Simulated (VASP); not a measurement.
# Tm (Im-3m) in VASP: a series of runs

The runs below take Tm through single point, with PBE.

Program: VASP 6.6.1. These are calculated values, not measurements. Logs are shortened: lines on timing, memory, paths and dates and some standing lists are left out, and cuts for length are marked.

### Step 1. The structure

The structure is cubic, space group Im-3m (No. 229). The conventional cell has a = 3.941 Å, b = 3.941 Å, c = 3.941 Å, α = 90.00°, β = 90.00°, γ = 90.00°. Tm (site symmetry m-3m) has 8 Tm at 3.41 Å as nearest neighbours.

This isn't the form of Tm at room conditions, which is hcp.

### Step 2. Single point, PBE, collinear spin, ferromagnetic start

INCAR

```
ADDGRID  = F            
ALGO     = Normal         # electronic algorithm
EDIFF    = 1E-6           # SCF threshold, eV
ENCUT    = 400            # plane-wave cutoff, eV
GGA      = PE             # functional
ISIF     = 2              # what is computed and relaxed
ISMEAR   = -1             # smearing method
ISPIN    = 2              # spin polarisation
LASPH    = T              # aspherical terms in the spheres
LCHARG   = F              # write CHGCAR
LMAXMIX  = 6              # l up to which the mixer works
LORBIT   = 11             # projections on sites
LREAL    = F              # projectors in reciprocal space
LWAVE    = F              # write WAVECAR
MAGMOM   = 2              # initial moments
NELM     = 100            # most SCF steps
PREC     = Low            # precision mode
SIGMA    = 0.1            # smearing width, eV
```

KPOINTS

```
k-points
0
Gamma
  6 6 6
```

POSCAR

```
Tm
1.0
   -1.9705499473      1.9705499473      1.9705499473
    1.9705499473     -1.9705499473      1.9705499473
    1.9705499473      1.9705499473     -1.9705499473
Tm
1
Direct
    0.0000000000      0.0000000000      0.0000000000
```

Potentials or basis: VASP PAW PBE potentials, release 64 (Tm).

On the command line:

```
$ cat potpaw_PBE.64/Tm/POTCAR > POTCAR
$ mpirun -np 1 vasp_std > vasp.out
```

OUTCAR:

```text
EDIFF = 1E-6
   ENCUT = 400
   GGA = PE
   ISIF = 2
   ISMEAR = -1
   ISPIN = 2
   LASPH = T
   LORBIT = 11
   LREAL = F
   NELM = 100
   PREC = Low

 Found     16 irreducible k-points:

 Following reciprocal coordinates:
            Coordinates               Weight
  0.000000  0.000000  0.000000      1.000000
  0.166667  0.000000  0.000000     12.000000
  0.333333  0.000000  0.000000     12.000000
  0.500000  0.000000  0.000000      6.000000
  0.166667  0.166667  0.000000     24.000000
  0.333333  0.166667  0.000000     48.000000
   k-points           NKPTS =     16   k-points in BZ     NKDIM =     16   number of bands    NBANDS=     16
   number of dos      NEDOS =    301   number of ions     NIONS =      1
   total plane-waves  NPLWV =   5832
   dimension x,y,z NGX =    18 NGY =   18 NGZ =   18
   dimension x,y,z NGXF=    24 NGYF=   24 NGZF=   24
   ions per type =               1
   NGX,Y,Z   is equivalent  to a cutoff of   8.77,  8.77,  8.77 a.u.
   NGXF,Y,Z  is equivalent  to a cutoff of  11.69, 11.69, 11.69 a.u.
 SYSTEM =  unknown system
   PREC   = low       normal or accurate (medium, high low for compatibility)
   ISTART =      0    job   : 0-new  1-cont  2-samecut
   ICHARG =      2    charge: 1-file 2-atom 10-const
   ISPIN  =      2    spin polarized calculation?
   LNONCOLLINEAR =      F non collinear calculations
   LSORBIT =      F    spin-orbit coupling
   LASPH  =      T    aspherical Exc in radial PAW
   ENCUT  =  400.0 eV  29.40 Ry    5.42 a.u.   5.57  5.57  5.57*2*pi/ulx,y,z
   NELM   =    100;   NELMIN=  2; NELMDL= -5     # of ELM steps
   EDIFF  = 0.1E-05   stopping-criterion for ELM
   LREAL  =      F    real-space projection
   EDIFFG = 0.1E-04   stopping-criterion for IOM
   NSW    =      0    number of steps for IOM
   IBRION =     -1    ionic relax: 0-MD 1-quasi-New 2-CG
   NFREE  =      0    steps in history (QN), initial steepest desc. (CG)
   ISIF   =      2    stress and relaxation
   ISYM   =      2    0-nonsym 1-usesym 2-fastsym
   POTIM  = 0.5000    time-step for ionic-motion
   TEBEG  =    0.0;   TEEND  =   0.0 temperature during run
   PSTRESS=    0.0 pullay stress
   NELECT =      23.0000    total number of electrons
   NUPDOWN=      -1.0000    fix difference up-down
   EMIN   =  10.00;   EMAX   =-10.00  energy-range for DOS
   EFERMI =   0.00;   METHOD = LEGACY
   ISMEAR =    -1;   SIGMA  =   0.10  broadening in eV -4-tet -1-fermi 0-gaus
   EFERMI_NEDOS =   21; number of points for ismear=-14 and -15
   IALGO  =     38    algorithm
   IMIX   =      4    mixing-type and parameters
     AMIX     =   0.40;   BMIX     =  1.00
     AMIX_MAG =   1.60;   BMIX_MAG =  1.00
  volume/ion in A,a.u.               =      30.61       206.55
  Fermi-wavevector in a.u.,A,eV,Ry     =   1.488367  2.812606 30.140115  2.215236
  Thomas-Fermi vector in A             =   2.601411
   LORBIT       =     11    0 simple, 1 ext, 2 COOP (PROOUT), +10 PAW based schemes
   GGA     = PE    functional components
   LHFCALC =     F    Hartree Fock is set to
   AEXX    =    0.0000 exact exchange contribution
   IVDW    =     0    specifies the selected vdW correction
   LEPSILON=     F    determine dielectric tensor
   LRPA    =     F    only Hartree local field effects (RPA)
 spin polarized calculation
  energy-cutoff  :      400.00
  volume of cell :       30.61
 maximum number of plane-waves:       586
   NGX = 11   NGY = 11   NGZ = 11

 number of electron      23.0000702 magnetization       1.1451753

 Free energy of the ion-electron system (eV)
  ---------------------------------------------------
  ext. energy  EPLUGINS =         0.00000000
  ---------------------------------------------------
  free energy    TOTEN  =        -4.11865573 eV

  energy without entropy =       -3.89740214  energy(sigma->0) =       -4.00802894

 E-fermi :   2.2869     XC(G=0): -10.1980

 val. band max:        2.2830681864   @ k =   0.3333   0.1667   0.1667
 cond. band min:       2.2894299023   @ k =   0.5000   0.0000   0.0000
 fundamental gap:      0.0063617160
 Fermi energy:         2.2869238323

 spin component 1

 k-point     1 :       0.0000    0.0000    0.0000
  band No.  band energies     occupation
      1     -48.1949      1.00000
      2     -21.1295      1.00000
      3     -21.1293      1.00000
      4     -21.1293      1.00000
      5      -3.0351      1.00000
      6       0.7143      1.00000
[... 8 lines left out ...]
     15       5.1404      0.00000
     16       7.3823      0.00000

 k-point     2 :       0.1667    0.0000    0.0000
  band No.  band energies     occupation
      1     -48.1839      1.00000
      2     -21.2910      1.00000
      3     -21.1800      1.00000
      4     -21.1302      1.00000
      5      -2.2508      1.00000
      6       0.7243      1.00000
[... 8 lines left out ...]
     15       5.9838      0.00000
     16       6.8812      0.00000

 k-point     3 :       0.3333    0.0000    0.0000
  band No.  band energies     occupation
      1     -48.1618      1.00000
      2     -21.5964      1.00000
      3     -21.2783      1.00000
      4     -21.1317      1.00000
      5      -0.4780      1.00000
      6       0.7456      1.00000
[... 8 lines left out ...]
     15       7.2381      0.00000
     16       7.7691      0.00000

 k-point     4 :       0.5000    0.0000    0.0000
  band No.  band energies     occupation
      1     -48.1508      1.00000
      2     -21.7415      1.00000
      3     -21.3269      1.00000
      4     -21.1326      1.00000
      5       0.4159      1.00000
      6       0.7564      1.00000
[... 8 lines left out ...]
     15       7.2114      0.00000
     16       8.2458      0.00000

 k-point     5 :       0.1667    0.1667    0.0000
  band No.  band energies     occupation
      1     -48.1674      1.00000
      2     -21.4984      1.00000
      3     -21.2448      1.00000
      4     -21.1662      1.00000
      5      -0.9044      1.00000
      6       0.7343      1.00000
[... 8 lines left out ...]
     15       6.6726      0.00000
     16       7.5840      0.00000

 k-point     6 :       0.3333    0.1667    0.0000
  band No.  band energies     occupation
      1     -48.1508      1.00000
      2     -21.6655      1.00000
      3     -21.3632      1.00000
      4     -21.1797      1.00000
      5       0.6882      1.00000
      6       0.7758      1.00000
[... 8 lines left out ...]
     15       7.0774      0.00000
     16       8.1213      0.00000

 [... further k-points ...]

 spin component 2

 k-point     1 :       0.0000    0.0000    0.0000
  band No.  band energies     occupation
      1     -47.6605      1.00000
      2     -20.7631      1.00000
      3     -20.7630      1.00000
      4     -20.7630      1.00000
      5      -3.1400      1.00000
      6       1.8340      0.98933
[... 8 lines left out ...]
     15       5.1968      0.00000
     16       7.3877      0.00000

 k-point     2 :       0.1667    0.0000    0.0000
  band No.  band energies     occupation
      1     -47.6490      1.00000
      2     -20.9331      1.00000
      3     -20.8158      1.00000
      4     -20.7641      1.00000
      5      -2.3484      1.00000
      6       1.7843      0.99348
[... 8 lines left out ...]
     15       6.0571      0.00000
     16       6.9003      0.00000

 k-point     3 :       0.3333    0.0000    0.0000
  band No.  band energies     occupation
      1     -47.6258      1.00000
      2     -21.2535      1.00000
      3     -20.9182      1.00000
      4     -20.7661      1.00000
      5      -0.5620      1.00000
      6       1.7152      0.99672
[... 8 lines left out ...]
     15       7.2850      0.00000
     16       7.8054      0.00000

 k-point     4 :       0.5000    0.0000    0.0000
  band No.  band energies     occupation
      1     -47.6141      1.00000
      2     -21.4053      1.00000
      3     -20.9687      1.00000
      4     -20.7673      1.00000
      5       0.3411      1.00000
      6       1.6909      0.99743
[... 8 lines left out ...]
     15       7.2519      0.00000
     16       8.3111      0.00000

 k-point     5 :       0.1667    0.1667    0.0000
  band No.  band energies     occupation
      1     -47.6316      1.00000
      2     -21.1506      1.00000
      3     -20.8838      1.00000
      4     -20.8019      1.00000
      5      -0.9912      1.00000
      6       1.7324      0.99611
[... 8 lines left out ...]
     15       6.7084      0.00000
     16       7.6721      0.00000

 k-point     6 :       0.3333    0.1667    0.0000
  band No.  band energies     occupation
      1     -47.6142      1.00000
      2     -21.3255      1.00000
      3     -21.0076      1.00000
      4     -20.8163      1.00000
      5       0.6669      1.00000
      6       1.6973      0.99726
[... 8 lines left out ...]
     15       7.1189      0.00000
     16       8.1835      0.00000

 [... further k-points ...]

------------------------ aborting loop because EDIFF is reached ----------------------------------------

  FORCE on cell =-STRESS in cart. coord.  units (eV):
  Direction    XX          YY          ZZ          XY          YZ          ZX
  --------------------------------------------------------------------------------------
  -------------------------------------------------------------------------------------
  Total        0.3872981      0.3872981      0.3872981     -0.0000000      0.0000000     -0.0000000
  in kB       20.2737304     20.2737304     20.2737304     -0.0000000      0.0000000     -0.0000000
  external PRESSURE =      20.2737304 kB  Pullay stress =       0.0000000 kB

 VOLUME and BASIS-vectors are now :
 -----------------------------------------------------------------------------
  energy-cutoff  :      400.00
  volume of cell :       30.61
      direct lattice vectors                 reciprocal lattice vectors
    -1.970549947  1.970549947  1.970549947     0.000000000  0.253736273  0.253736273
     1.970549947 -1.970549947  1.970549947     0.253736273  0.000000000  0.253736273
     1.970549947  1.970549947 -1.970549947     0.253736273  0.253736273  0.000000000

 POSITION                                       TOTAL-FORCE (eV/Angst)
 -----------------------------------------------------------------------------------
      0.00000      0.00000      0.00000         0.000000      0.000000     -0.000000
 -----------------------------------------------------------------------------------
    total drift:                                0.000000      0.000000     -0.000000

  FREE ENERGIE OF THE ION-ELECTRON SYSTEM (eV)
  ---------------------------------------------------
  free  energy   TOTEN  =        -4.1186557346 eV

  energy  without entropy=       -3.8974021442  energy(sigma->0) =       -4.00802894

 total charge

# of ion       s       p       d       f       tot
--------------------------------------------------
    1        2.217   5.940   0.398  12.510  21.065

 magnetization (x)

# of ion       s       p       d       f       tot
--------------------------------------------------
    1        0.004  -0.030  -0.031   1.278   1.221
```

It took 37 s on 1 thread of Intel Xeon Platinum 8259CL at 2.50GHz (Skylake/Cascade Lake), shared host; peak memory 0.13 GiB.

These settings aren't checked as converged: the numbers below hold their error.

What came out:

```
Free energy                                           : -4.1187 eV
Pressure                                              : 2.0 GPa
Band gap on the k mesh                                : none (metal or under the smearing width)
Net moment                                            : 1.15 μB per cell
Site moments                                          : Tm +1.22 μB
Valence electrons inside the program's atomic spheres : Tm 21.07
```

Caveat: the k mesh is coarse (spacing up to 0.38 Å⁻¹), so the values aren't converged; the cutoff is under 1.25 times the usual one of these potentials, so pressure, stress and relaxed cells hold a basis-set (Pulay) error; the magnetic or orbital state may not be the lowest; spin-orbit coupling is left out, which moves the levels of the heavy elements.

### Step 3. Single point, PBE, collinear spin, ferromagnetic start

This run uses another cell than the first one, of the same volume but with other edges.

INCAR is that of step 2.

KPOINTS is that of step 2.

POSCAR

```
Tm
1.0
   -1.8621100000      1.9916120000      1.9516370000
    1.9655340000     -2.0016460000      2.0650950000
    1.8577320000      1.9972680000     -1.9616710000
Tm
1
Direct
   -0.0415270000     -0.0161680000     -0.0347540000
```

Potentials or basis: VASP PAW PBE potentials, release 64 (Tm).

On the command line:

```
$ cat potpaw_PBE.64/Tm/POTCAR > POTCAR
$ mpirun -np 1 vasp_std > vasp.out
```

Run time: 1.8 min. Hardware: 1 thread of Intel Xeon Platinum 8259CL at 2.50GHz (Skylake/Cascade Lake), shared host; peak memory 0.18 GiB.

These settings aren't checked as converged: the numbers below hold their error.

Results:

* Free energy: -4.1053 eV
* Pressure: 2.1 GPa
* Band gap on the k mesh: none (metal or under the smearing width)
* Net moment: 1.15 μB per cell
* Site moments: Tm +1.22 μB
* Valence electrons inside the program's atomic spheres: Tm 21.07

Caveat: the k mesh is coarse (spacing up to 0.38 Å⁻¹), so the values aren't converged; the cutoff is under 1.25 times the usual one of these potentials, so pressure, stress and relaxed cells hold a basis-set (Pulay) error; the magnetic or orbital state may not be the lowest; spin-orbit coupling is left out, which moves the levels of the heavy elements.

### Step 4. Single point, PBE, collinear spin, ferromagnetic start

INCAR, as its differences from that of step 3:

```diff
@@ -16,3 +16,3 @@
 NELM     = 100            # most SCF steps
-PREC     = Low            # precision mode
+PREC     = Normal         # precision mode
 SIGMA    = 0.1            # smearing width, eV
```

KPOINTS is that of step 3.

POSCAR

```
Tm
1.0
   -1.9705499473      1.9705499473      1.9705499473
    1.9705499473     -1.9705499473      1.9705499473
    1.9705499473      1.9705499473     -1.9705499473
Tm
1
Direct
    0.0000000000      0.0000000000      0.0000000000
```

On the command line:

```
$ cat potpaw_PBE.64/Tm/POTCAR > POTCAR
$ mpirun -np 1 vasp_std > vasp.out
```

It took 29 s on 1 thread of Intel Xeon Platinum 8259CL at 2.50GHz (Skylake/Cascade Lake), shared host; peak memory 0.14 GiB.

The run converged, but some of its settings lie outside the range that counts as converged, so its numbers aren't taken as properties of the crystal.

What came out:

| Property | Result |
| --- | --- |
| Free energy | -4.1161 eV |
| Pressure | 2.4 GPa |
| Band gap on the k mesh | none (metal or under the smearing width) |
| Net moment | 1.14 μB per cell |
| Site moments | Tm +1.22 μB |
| Valence electrons inside the program's atomic spheres | Tm 21.07 |

Caveat: the k mesh is coarse (spacing up to 0.38 Å⁻¹), so the values aren't converged; the cutoff is under 1.25 times the usual one of these potentials, so pressure, stress and relaxed cells hold a basis-set (Pulay) error; the magnetic or orbital state may not be the lowest; spin-orbit coupling is left out, which moves the levels of the heavy elements.

### Step 5. Single point, PBE, collinear spin, ferromagnetic start

This run uses another cell than the first one, of the same volume but with other edges.

INCAR is that of step 4.

KPOINTS is that of step 4.

POSCAR

```
Tm
1.0
   -1.8621100000      1.9916120000      1.9516370000
    1.9655340000     -2.0016460000      2.0650950000
    1.8577320000      1.9972680000     -1.9616710000
Tm
1
Direct
   -0.0415270000     -0.0161680000     -0.0347540000
```

On the command line:

```
$ cat potpaw_PBE.64/Tm/POTCAR > POTCAR
$ mpirun -np 1 vasp_std > vasp.out
```

Run time: 1.8 min. Hardware: 1 thread of Intel Xeon Platinum 8259CL at 2.50GHz (Skylake/Cascade Lake), shared host; peak memory 0.19 GiB.

The run converged, but some of its settings lie outside the range that counts as converged, so its numbers aren't taken as properties of the crystal.

Results:

```yaml
Free_energy: -4.1045 eV
Pressure: 1.6 GPa
Band_gap_on_the_k_mesh: none (metal or under the smearing width)
Net_moment: 1.15 μB per cell
Site_moments: Tm +1.22 μB
Valence_electrons_inside_the_program's_atomic_spheres: Tm 21.07
```

Caveat: the k mesh is coarse (spacing up to 0.38 Å⁻¹), so the values aren't converged; the cutoff is under 1.25 times the usual one of these potentials, so pressure, stress and relaxed cells hold a basis-set (Pulay) error; the magnetic or orbital state may not be the lowest; spin-orbit coupling is left out, which moves the levels of the heavy elements.

### Step 6. For comparison

An earlier run on the cell as given: functional PBE; potentials or basis VASP PAW PBE potentials, release 64 (Tm); cutoff 520 eV; k mesh 10 × 10 × 10; occupations fermi-dirac, width 0.05 eV; collinear spin, ferromagnetic start; starting moments [2.0] μB.

* Pressure: 2.8 GPa
* Band gap on the k mesh: none (metal or under the smearing width)
* Net moment: 1.14 μB per cell
* Site moments: Tm +1.22 μB
* Valence electrons inside the program's atomic spheres: Tm 21.06
